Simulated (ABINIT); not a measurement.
# LiBr (Fm-3m): changed settings of a GW run in ABINIT

Aim: change inputs of a GW run on LiBr (Fm-3m) and see what moves.

Method: PBE and many-body steps on it, plane waves, in ABINIT 10.8.3.

## 1. Set-up

It takes space group Fm-3m (No. 225, cubic). The conventional cell has a = 5.501 Å, b = 5.501 Å, c = 5.501 Å, α = 90.00°, β = 90.00°, γ = 90.00°. Li has 6 Br at 2.75 Å nearest. Nearest to Br lie 6 Li at 2.75 Å. Farther neighbours and most contacts between anions are not listed.

The cell and positions come from the Crystallography Open Database and are kept as given unless a step says otherwise.

## 2. Screening, 6×6×6 mesh, 161 bands, screening to 217.7 eV

This step: ABINIT 10.8.3; RPA screening on PBE, plane waves, norm-conserving pseudopotentials.

The RPA dielectric matrix is built and inverted for each q.

The input, run.abi:

```
acell 3*1.0 Angstrom
rprim 
  0.000000000000 2.750650000000 2.750650000000
  2.750650000000 0.000000000000 2.750650000000
  2.750650000000 2.750650000000 0.000000000000
ntypat 2
znucl 3 35
natom 2
typat 1 2
xred 
  0.000000000000 0.000000000000 0.000000000000
  0.500000000000 0.500000000000 0.500000000000
pp_dirpath "pseudos"
pseudos "Li.upf, Br.upf"
ecut 33
ngkpt 6 6 6
nshiftk 1
shiftk 0 0 0
kptopt 1
chksymbreak 0
istwfk *1
occopt 1
irdwfk 1
optdriver 3
nband 161
ecuteps 8
inclvkb 2
awtr 1
symchi 1
indata_prefix "in"
outdata_prefix "out"
tmpdata_prefix "tmp"
```

Command:

```sh
$ OMP_NUM_THREADS=1 mpirun -n 4 abinit run.abi > log
```

The program printed:

```text
.Version 10.8.3 of ABINIT. v10.8.2 released Aug 2026.

 Symmetries : space group Fm -3 m (#225); Bravais cF (face-center cubic)
[... echo of the input left out ...]
== DATASET  1 ==================================================================
-   mpi_nproc: 4, omp_nthreads: 1 (-1 if OMP is not activated)

--- !DatasetInfo
iteration_state: {dtset: 1, }
dimensions: {natom: 2, nkpt: 16, mband: 161, nsppol: 1, nspinor: 1, nspden: 1, mpw: 2637, }
cutoff_energies: {ecut:  33.0, pawecutdg:  -1.0, }
electrons: {nelect:   1.00000000E+01, charge:   0.00000000E+00, occopt:   1.00000000E+00, tsmear:   1.00000000E-02, }

 SCREENING: Calculation of the susceptibility and dielectric matrices

 Based on a program developped by R.W. Godby, V. Olevano, G. Onida, and L. Reining.
 Incorporated in ABINIT by V. Olevano, G.-M. Rignanese, and M. Torrent.
.Using double precision arithmetic ; gwpc =  8

[... cell and pseudopotentials left out ...]
--------------------------------------------------------------------------------

 ==== K-mesh for the wavefunctions ====
 Number of points in the irreducible wedge :    16
[... list of points left out ...]
 Together with 48 symmetry operations and time-reversal symmetry
 yields   216 points in the full Brillouin Zone.

 ==== Q-mesh for the screening function ====
 Number of points in the irreducible wedge :    16
[... list of points left out ...]
 Together with 48 symmetry operations and time-reversal symmetry
 yields   216 points in the full Brillouin Zone.

 setmesh: FFT mesh size selected  =    30x   30x   30
          total number of points  =        27000

 vcoul_init : cutoff-mode = AUXILIARY_FUNCTION
 q-points for optical limit:   1
     1)      0.000010    0.000020    0.000030

- screening: taking advantage of time-reversal symmetry
- Maximum band index for partially occupied states nbvw = 5
- Remaining bands to be divided among processors   nbcw = 156
- Number of bands treated by each node ~39

 Number of electrons calculated from density =   10.0000; Expected =   10.0000
 average of density, n =  0.035601
 r_s =    1.8857
 omega_plasma =   18.2008 [eV]

 calculating chi0 at frequencies [eV] :
  1    0.000000E+00    0.000000E+00
  2    0.000000E+00    1.820075E+01

--------------------------------------------------------------------------------
  q-point number  1        q = ( 0.000000, 0.000000, 0.000000) [r.l.u.]
--------------------------------------------------------------------------------
[... chi0 elements left out ...]
 For q-point:  0.000010 0.000020 0.000030
  dielectric constant =   3.1701
  dielectric constant without local fields =   3.7699

  Average fulfillment of the sum rule on Im[epsilon] for q-point    1 :     92.38  [%]
[... wings left out ...]
  q-point number  2        q = ( 0.166667, 0.000000, 0.000000) [r.l.u.]
--------------------------------------------------------------------------------
[... chi0 elements left out ...]
  Average fulfillment of the sum rule on Im[epsilon] for q-point    2 :     98.87  [%]

 [... 14 further q-points ...]
```

It took 2.6 min on 4 MPI ranks of Intel Xeon Platinum 8488C (Sapphire Rapids), shared host; peak memory 1.8 GiB.

This step gave:

* ε∞ with local fields, on this mesh, along the program's q direction: 3.170
* the same without local fields: 3.770
* plasma frequency: 18.20 eV
* plane waves in the screening matrix: 307

Local fields lower ε∞ by 16 %.

## 3. Base

The self-energy is evaluated for the states that the input lists, and the levels follow from it, in one-shot runs by the linearised quasiparticle equation.

This step: G0W0 on PBE, plane waves, norm-conserving pseudopotentials.

run.abi, as its differences from that of step 2:

```diff
@@ -23,8 +23,15 @@
 irdwfk 1
-optdriver 3
+optdriver 4
 nband 161
+gwcalctyp 0
+ecutsigx 33
+symsigma 1
+nkptgw 1
+kptgw 
+  0.0000000000 0.0000000000 0.0000000000
+bdgw 
+  3 9
 ecuteps 8
-inclvkb 2
-awtr 1
-symchi 1
+irdscr 1
+ppmodel 1
 indata_prefix "in"
```

The program printed:

```text
.Version 10.8.3 of ABINIT. v10.8.2 released Aug 2026.

 Symmetries : space group Fm -3 m (#225); Bravais cF (face-center cubic)
[... echo of the input left out ...]
== DATASET  1 ==================================================================
-   mpi_nproc: 4, omp_nthreads: 1 (-1 if OMP is not activated)

--- !DatasetInfo
iteration_state: {dtset: 1, }
dimensions: {natom: 2, nkpt: 16, mband: 161, nsppol: 1, nspinor: 1, nspden: 1, mpw: 2637, }
cutoff_energies: {ecut:  33.0, pawecutdg:  -1.0, }
electrons: {nelect:   1.00000000E+01, charge:   0.00000000E+00, occopt:   1.00000000E+00, tsmear:   1.00000000E-02, }

 SIGMA: Calculation of the GW corrections

 Based on a program developped by R.W. Godby, V. Olevano, G. Onida, and L. Reining.
 Incorporated in ABINIT by V. Olevano, G.-M. Rignanese, and M. Torrent.
.Using double precision arithmetic ; gwpc =  8

[... cell and pseudopotentials left out ...]
--------------------------------------------------------------------------------

 ==== K-mesh for the wavefunctions ====
 Number of points in the irreducible wedge :    16
[... list of points left out ...]
 Together with 48 symmetry operations and time-reversal symmetry
 yields   216 points in the full Brillouin Zone.

 ==== Q-mesh for screening function ====
 Number of points in the irreducible wedge :    16
[... list of points left out ...]
 Together with 48 symmetry operations and time-reversal symmetry
 yields   216 points in the full Brillouin Zone.

 vcoul_init : cutoff-mode = AUXILIARY_FUNCTION
 q-points for optical limit:   1
     1)      0.000010    0.000020    0.000030
 setmesh: FFT mesh size selected  =    40x   40x   40
          total number of points  =        64000

 Number of electrons calculated from density =   10.0000; Expected =   10.0000
 average of density, n =  0.035601
 r_s =    1.8857
 omega_plasma =   18.2008 [eV]

 === KS Band Gaps ===
  >>>> For spin  1
   Minimum direct gap =   4.9381 [eV], located at k-point      :   0.0000  0.0000  0.0000
   Fundamental gap    =   4.9381 [eV], Top of valence bands at :   0.0000  0.0000  0.0000
                                       Bottom of conduction at :   0.0000  0.0000  0.0000
 SIGMA fundamental parameters:
 PLASMON POLE MODEL  1
 number of plane-waves for SigmaX                 2637
 number of plane-waves for SigmaC and W            307
 number of plane-waves for wavefunctions          2637
 number of bands                                   161
 number of independent spin polarizations            1
 number of spinorial components                      1
 number of k-points in IBZ                          16
 number of q-points in IBZ                          16
 number of symmetry operations                      48
 number of k-points in BZ                          216
 number of q-points in BZ                          216
 number of frequencies for dSigma/dE                 9
 frequency step for dSigma/dE [eV]                0.25
 number of omega for Sigma on real axis              0
 max omega for Sigma on real axis  [eV]           0.00
 zcut for avoiding poles [eV]                     0.10

 EPSILON^-1 parameters (SCR file):
 dimension of the eps^-1 matrix on file            307
 dimension of the eps^-1 matrix used               307
 number of plane-waves for wavefunctions          2637
 number of bands                                   161
 number of q-points in IBZ                          16
 number of frequencies                               2
 number of real frequencies                          1
 number of imag frequencies                          1

 matrix elements of self-energy operator (all in [eV])

 Perturbative Calculation

--- !SelfEnergy_ee
iteration_state: {dtset: 1, }
kpoint     : [   0.000,    0.000,    0.000, ]
spin       : 1
KS_gap     :    4.938
QP_gap     :    7.105
Delta_QP_KS:    2.167
data: !SigmaeeData |
     Band     E0 <VxcDFT>   SigX SigC(E0)      Z dSigC/dE  Sig(E)    E-E0       E
        3   0.621 -13.197 -16.770   1.637   0.805  -0.243 -14.755  -1.558  -0.937
        4   0.621 -13.197 -16.770   1.637   0.805  -0.243 -14.755  -1.558  -0.937
        5   0.621 -13.197 -16.770   1.637   0.805  -0.243 -14.755  -1.558  -0.937
        6   5.559  -8.505  -4.368  -3.412   0.841  -0.190  -7.895   0.609   6.169
        7  11.140  -8.415  -3.746  -3.733   0.833  -0.201  -7.635   0.779  11.919
        8  11.140  -8.415  -3.746  -3.733   0.833  -0.201  -7.635   0.779  11.919
        9  11.140  -8.415  -3.746  -3.733   0.833  -0.201  -7.635   0.779  11.919

== END DATASET(S) ==============================================================
================================================================================

 -outvars: echo values of variables after computation  --------
           etotal      0.0000000000E+00
            nband         161
             nkpt          16
          spgroup         225
 [... the other variables as echoed above ...]

 Calculation completed.
```

Wall time 25 s (4 MPI ranks); peak memory 1.9 GiB.

This step gave:

```
G0W0 gap on the points computed              : 7.106 eV
starting gap on the mesh                     : 4.938 eV
k of the valence top                         : 0, 0, 0
k of the conduction bottom                   : 0, 0, 0
Z at the valence top                         : 0.805
Z at the conduction bottom                   : 0.841
least direct G0W0 gap on the computed points : 7.106 eV
```

The gap on the mesh goes from 4.94 eV to 7.11 eV, a correction of +2.17 eV.

## 4. Exchange cutoff

run.abi, as its differences from that of step 3:

```diff
@@ -26,3 +26,3 @@
 gwcalctyp 0
-ecutsigx 33
+ecutsigx 5
 symsigma 1
```

The program printed:

```text
.Version 10.8.3 of ABINIT. v10.8.2 released Aug 2026.

 Symmetries : space group Fm -3 m (#225); Bravais cF (face-center cubic)
[... echo of the input left out ...]
== DATASET  1 ==================================================================
-   mpi_nproc: 4, omp_nthreads: 1 (-1 if OMP is not activated)

--- !DatasetInfo
iteration_state: {dtset: 1, }
dimensions: {natom: 2, nkpt: 16, mband: 161, nsppol: 1, nspinor: 1, nspden: 1, mpw: 2637, }
cutoff_energies: {ecut:  33.0, pawecutdg:  -1.0, }
electrons: {nelect:   1.00000000E+01, charge:   0.00000000E+00, occopt:   1.00000000E+00, tsmear:   1.00000000E-02, }

 SIGMA: Calculation of the GW corrections

 Based on a program developped by R.W. Godby, V. Olevano, G. Onida, and L. Reining.
 Incorporated in ABINIT by V. Olevano, G.-M. Rignanese, and M. Torrent.
.Using double precision arithmetic ; gwpc =  8

[... cell and pseudopotentials left out ...]
--------------------------------------------------------------------------------

 ==== K-mesh for the wavefunctions ====
 Number of points in the irreducible wedge :    16
[... list of points left out ...]
 Together with 48 symmetry operations and time-reversal symmetry
 yields   216 points in the full Brillouin Zone.

 ==== Q-mesh for screening function ====
 Number of points in the irreducible wedge :    16
[... list of points left out ...]
 Together with 48 symmetry operations and time-reversal symmetry
 yields   216 points in the full Brillouin Zone.

 vcoul_init : cutoff-mode = AUXILIARY_FUNCTION
 q-points for optical limit:   1
     1)      0.000010    0.000020    0.000030
 setmesh: FFT mesh size selected  =    27x   27x   27
          total number of points  =        19683

 Number of electrons calculated from density =   10.0000; Expected =   10.0000
[...]
number of q-points in BZ                          216
 number of frequencies for dSigma/dE                 9
 frequency step for dSigma/dE [eV]                0.25
 number of omega for Sigma on real axis              0
 max omega for Sigma on real axis  [eV]           0.00
 zcut for avoiding poles [eV]                     0.10

 EPSILON^-1 parameters (SCR file):
 dimension of the eps^-1 matrix on file            307
 dimension of the eps^-1 matrix used               169
 number of plane-waves for wavefunctions          2637
 number of bands                                   161
 number of q-points in IBZ                          16
 number of frequencies                               2
 number of real frequencies                          1
 number of imag frequencies                          1

 matrix elements of self-energy operator (all in [eV])

 Perturbative Calculation

--- !SelfEnergy_ee
iteration_state: {dtset: 1, }
kpoint     : [   0.000,    0.000,    0.000, ]
spin       : 1
KS_gap     :    4.938
QP_gap     :    7.211
Delta_QP_KS:    2.273
data: !SigmaeeData |
     Band     E0 <VxcDFT>   SigX SigC(E0)      Z dSigC/dE  Sig(E)    E-E0       E
        3   0.621 -13.197 -16.737   1.691   0.805  -0.242 -14.686  -1.490  -0.868
        4   0.621 -13.197 -16.737   1.691   0.805  -0.242 -14.686  -1.490  -0.868
        5   0.621 -13.197 -16.737   1.691   0.805  -0.242 -14.686  -1.490  -0.868
        6   5.559  -8.505  -4.174  -3.399   0.841  -0.189  -7.721   0.783   6.343
        7  11.140  -8.415  -3.734  -3.732   0.833  -0.200  -7.624   0.790  11.930
        8  11.140  -8.415  -3.734  -3.732   0.833  -0.200  -7.624   0.790  11.930
        9  11.140  -8.415  -3.734  -3.732   0.833  -0.200  -7.624   0.790  11.930

== END DATASET(S) ==============================================================
================================================================================

 -outvars: echo values of variables after computation  --------
           etotal      0.0000000000E+00
            nband         161
             nkpt          16
          spgroup         225
 [... the other variables as echoed above ...]

 Calculation completed.
```

The job ended after 8.4 s (4 MPI ranks; peak memory 1.1 GiB).

This step gave:

* G0W0 gap on the points computed: 7.211 eV
* starting gap on the mesh: 4.938 eV
* k of the valence top: 0, 0, 0
* k of the conduction bottom: 0, 0, 0
* Z at the valence top: 0.805
* Z at the conduction bottom: 0.841
* least direct G0W0 gap on the computed points: 7.211 eV

## 5. Smaller part of the screening matrix

run.abi, as its differences from that of step 4:

```diff
@@ -26,3 +26,3 @@
 gwcalctyp 0
-ecutsigx 5
+ecutsigx 33
 symsigma 1
@@ -33,3 +33,3 @@
   3 9
-ecuteps 8
+ecuteps 2
 irdscr 1
```

The program printed:

```text
.Version 10.8.3 of ABINIT. v10.8.2 released Aug 2026.

 Symmetries : space group Fm -3 m (#225); Bravais cF (face-center cubic)
[... echo of the input left out ...]
== DATASET  1 ==================================================================
-   mpi_nproc: 4, omp_nthreads: 1 (-1 if OMP is not activated)

--- !DatasetInfo
iteration_state: {dtset: 1, }
dimensions: {natom: 2, nkpt: 16, mband: 161, nsppol: 1, nspinor: 1, nspden: 1, mpw: 2637, }
cutoff_energies: {ecut:  33.0, pawecutdg:  -1.0, }
electrons: {nelect:   1.00000000E+01, charge:   0.00000000E+00, occopt:   1.00000000E+00, tsmear:   1.00000000E-02, }

 SIGMA: Calculation of the GW corrections

 Based on a program developped by R.W. Godby, V. Olevano, G. Onida, and L. Reining.
 Incorporated in ABINIT by V. Olevano, G.-M. Rignanese, and M. Torrent.
.Using double precision arithmetic ; gwpc =  8

[... cell and pseudopotentials left out ...]
--------------------------------------------------------------------------------

 ==== K-mesh for the wavefunctions ====
 Number of points in the irreducible wedge :    16
[... list of points left out ...]
 Together with 48 symmetry operations and time-reversal symmetry
 yields   216 points in the full Brillouin Zone.

 ==== Q-mesh for screening function ====
 Number of points in the irreducible wedge :    16
[... list of points left out ...]
 Together with 48 symmetry operations and time-reversal symmetry
 yields   216 points in the full Brillouin Zone.

 vcoul_init : cutoff-mode = AUXILIARY_FUNCTION
 q-points for optical limit:   1
     1)      0.000010    0.000020    0.000030
 setmesh: FFT mesh size selected  =    40x   40x   40
          total number of points  =        64000

 Number of electrons calculated from density =   10.0000; Expected =   10.0000
[...]
number of q-points in BZ                          216
 number of frequencies for dSigma/dE                 9
 frequency step for dSigma/dE [eV]                0.25
 number of omega for Sigma on real axis              0
 max omega for Sigma on real axis  [eV]           0.00
 zcut for avoiding poles [eV]                     0.10

 EPSILON^-1 parameters (SCR file):
 dimension of the eps^-1 matrix on file            307
 dimension of the eps^-1 matrix used                27
 number of plane-waves for wavefunctions          2637
 number of bands                                   161
 number of q-points in IBZ                          16
 number of frequencies                               2
 number of real frequencies                          1
 number of imag frequencies                          1

 matrix elements of self-energy operator (all in [eV])

 Perturbative Calculation

--- !SelfEnergy_ee
iteration_state: {dtset: 1, }
kpoint     : [   0.000,    0.000,    0.000, ]
spin       : 1
KS_gap     :    4.938
QP_gap     :    6.756
Delta_QP_KS:    1.818
data: !SigmaeeData |
     Band     E0 <VxcDFT>   SigX SigC(E0)      Z dSigC/dE  Sig(E)    E-E0       E
        3   0.621 -13.197 -16.770   2.156   0.820  -0.219 -14.360  -1.163  -0.542
        4   0.621 -13.197 -16.770   2.156   0.820  -0.219 -14.360  -1.163  -0.542
        5   0.621 -13.197 -16.770   2.156   0.820  -0.219 -14.360  -1.163  -0.542
        6   5.559  -8.505  -4.368  -3.361   0.844  -0.184  -7.849   0.655   6.214
        7  11.140  -8.415  -3.746  -3.551   0.837  -0.195  -7.478   0.936  12.076
        8  11.140  -8.415  -3.746  -3.551   0.837  -0.195  -7.478   0.936  12.076
        9  11.140  -8.415  -3.746  -3.551   0.837  -0.195  -7.478   0.936  12.076

== END DATASET(S) ==============================================================
================================================================================

 -outvars: echo values of variables after computation  --------
           etotal      0.0000000000E+00
            nband         161
             nkpt          16
          spgroup         225
 [... the other variables as echoed above ...]

 Calculation completed.
```

The job ended after 4.3 s (4 MPI ranks; peak memory 0.56 GiB; 16 s of CPU time).

This step gave:

* G0W0 gap on the points computed: 6.756 eV
* starting gap on the mesh: 4.938 eV
* k of the valence top: 0, 0, 0
* k of the conduction bottom: 0, 0, 0
* Z at the valence top: 0.82
* Z at the conduction bottom: 0.844
* least direct G0W0 gap on the computed points: 6.756 eV

[end of part 1 of 2]

[Paths, hosts, dates, memory and timing lines, banners, echoed tables and standing remarks are left out of the program output.]

[Logs are printed without paths, hosts, clocks, repeated set-up lines and the standing remarks that a program may print on its own settings, such as how far it seeks lower states.]

[Runs of the session that timed out or met a known fault of the program may be left out.]

[Hosts, paths, dates, database ids (printed as entryN), source tags and the programs' standing remarks are cut or masked in the printed files.]

[G0W0 gaps are taken among the corrected bands and points alone; a level outside them can change the order at an edge.]

[Where Ansatz stands beside ABINIT at settings called matched, ABINIT's density can come from a denser mesh and the files from another edition; pairs whose starting gaps differed by over 0.03 eV were left out, so agreement reads better than it is.]
